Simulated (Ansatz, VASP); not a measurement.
# Two plane-wave programs on Au

```
Au
1.0
     2.84899    0.00000    0.00000
    -1.42449    2.46729    0.00000
     0.00000    0.00000   10.67218
Au
4
Direct
  0.33333 0.66667 0.38128
  0.66667 0.33333 0.88128
  0.66667 0.33333 0.61872
  0.33333 0.66667 0.11872
```

Alike in both runs: functional PBE; k mesh 18 × 18 × 6; occupations gaussian, width 0.1 eV; no spin polarisation.

Ansatz relaxed the structure, and its values are those at the end. VASP's run is a single point on that final structure, the one shown.

```csv
,VASP,Ansatz
version,VASP 6.6.1,Ansatz 0.2.0
potentials or method,"VASP PAW PBE potentials, release 64 (Au)","scalar-relativistic, plane waves, PAW"
plane-wave cutoff (eV),520,420
valence electrons in the cell,44,76
```

|  | VASP | Ansatz | Ansatz less VASP |
| --- | --- | --- | --- |
| gap on the k mesh at the Fermi level (eV) | none | none | - |
| pressure (GPa) | -0.2 | 0.0 | +0.23 |

A gap of «none» marks a metal or a gap that the smearing closes. The functional is the same, so the differences come from potentials, cutoffs and numerics. The two sets of potentials don't hold the same shells in valence.

Spin-orbit coupling is left out, which matters for the levels of Au.
